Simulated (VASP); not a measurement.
Input of a VASP 6.6.1 run:

File POSCAR:

```
PtS2
1.0
    3.5432000000      0.0000000000      0.0000000000
   -1.7716000000      3.0685012107      0.0000000000
    0.0000000000      0.0000000000      5.0388000000
Pt S
1 2
Direct
    0.0000000000      0.0000000000      0.0000000000
    0.6666666667      0.3333333333      0.7730000000
    0.3333333333      0.6666666667      0.2270000000
```

The input INCAR.step1:

```
SYSTEM = PtS2
PREC = Accurate ; ENCUT = 520
EDIFF = 1E-7 ; ISMEAR = -1
SIGMA = 0.05 ; LREAL = .FALSE.
LASPH = .TRUE. ; NELM = 60
ALGO = Normal ; ISIF = 2
LWAVE = .FALSE. ; LCHARG = .TRUE.
LMAXMIX = 4 ; GGA = PE
```

Contents of KPOINTS.step1:

```
Automatic mesh
0
G
  9 9 5
  0 0 0
```

Contents of INCAR.step2:

```
SYSTEM = PtS2
PREC = Accurate ; ENCUT = 520
EDIFF = 1E-7 ; ISMEAR = 0
SIGMA = 0.05 ; LREAL = .FALSE.
LASPH = .TRUE. ; NELM = 60
ALGO = Normal ; ISIF = 2
LWAVE = .FALSE. ; LCHARG = .FALSE.
LMAXMIX = 4 ; GGA = PE
ICHARG = 11
```

Contents of KPOINTS.step2:

```
path GMKGALHA,LM,KH
10
line-mode
reciprocal
 0.0000000000  0.0000000000  0.0000000000  G
 0.5000000000  0.0000000000  0.0000000000  M

 0.5000000000  0.0000000000  0.0000000000  M
 0.3333333333  0.3333333333  0.0000000000  K

 0.3333333333  0.3333333333  0.0000000000  K
 0.0000000000  0.0000000000  0.0000000000  G

 0.0000000000  0.0000000000  0.0000000000  G
 0.0000000000  0.0000000000  0.5000000000  A

 0.0000000000  0.0000000000  0.5000000000  A
 0.5000000000  0.0000000000  0.5000000000  L

 0.5000000000  0.0000000000  0.5000000000  L
 0.3333333333  0.3333333333  0.5000000000  H

 0.3333333333  0.3333333333  0.5000000000  H
 0.0000000000  0.0000000000  0.5000000000  A

 0.5000000000  0.0000000000  0.5000000000  L
 0.5000000000  0.0000000000  0.0000000000  M

 0.3333333333  0.3333333333  0.0000000000  K
 0.3333333333  0.3333333333  0.5000000000  H
```

Potentials or basis: VASP PAW PBE potentials, release 64 (Pt, S).

Launch:

```sh
$ cat potpaw_PBE.64/Pt/POTCAR potpaw_PBE.64/S/POTCAR > POTCAR
$ cp INCAR.step1 INCAR
$ cp KPOINTS.step1 KPOINTS
$ mpirun -np 1 vasp_std > vasp.out
$ cp INCAR.step2 INCAR
$ cp KPOINTS.step2 KPOINTS
$ mpirun -np 1 vasp_std > vasp.out
```

What does it give for the band gap on the k mesh?

1.03 eV, indirect (least direct gap 1.08 eV).

Predict the band gap along the path.

1.02 eV, indirect (least direct gap 1.58 eV).

Levels at the corners of the path, in eV from the valence-band top:
```
point  band 8  band 9  band 10  band 11  band 12  band 13  band 14  band 15
    Γ   -1.76   -1.11    -1.11    -0.09     2.49     2.49     4.83     5.81
    M   -3.28   -3.19    -2.97    -2.32     1.82     2.87     5.56     6.58
    M   -3.28   -3.19    -2.97    -2.32     1.82     2.87     5.56     6.58
    K   -3.63   -2.66    -1.46    -1.46     1.08     1.08     5.73     8.10
    K   -3.63   -2.66    -1.46    -1.46     1.08     1.08     5.73     8.10
    Γ   -1.76   -1.11    -1.11    -0.09     2.49     2.49     4.83     5.81
    Γ   -1.76   -1.11    -1.11    -0.09     2.49     2.49     4.83     5.81
    A   -2.45   -1.30    -1.30    -0.89     2.96     2.96     5.51     7.46
    A   -2.45   -1.30    -1.30    -0.89     2.96     2.96     5.51     7.42
    L   -3.22   -3.07    -2.69    -1.35     2.12     2.40     5.42     5.61
    L   -3.22   -3.07    -2.69    -1.35     2.12     2.40     5.42     5.61
    H   -3.53   -3.51    -1.85    -1.85     2.26     2.26     7.29     7.99
    H   -3.53   -3.51    -1.85    -1.85     2.26     2.26     7.29     8.11
    A   -2.45   -1.30    -1.30    -0.89     2.96     2.96     5.51     7.42
    L   -3.22   -3.07    -2.69    -1.35     2.12     2.40     5.42     5.61
    M   -3.28   -3.19    -2.97    -2.32     1.82     2.87     5.56     6.58
    K   -3.63   -2.66    -1.46    -1.46     1.08     1.08     5.73     8.10
    H   -3.53   -3.51    -1.85    -1.85     2.26     2.26     7.29     8.00
```

Caveat: the log is that of the step along the path at fixed density, whose energy, stress, charges and moments have no meaning; spin-orbit coupling is left out, which moves the levels of the heavy elements.
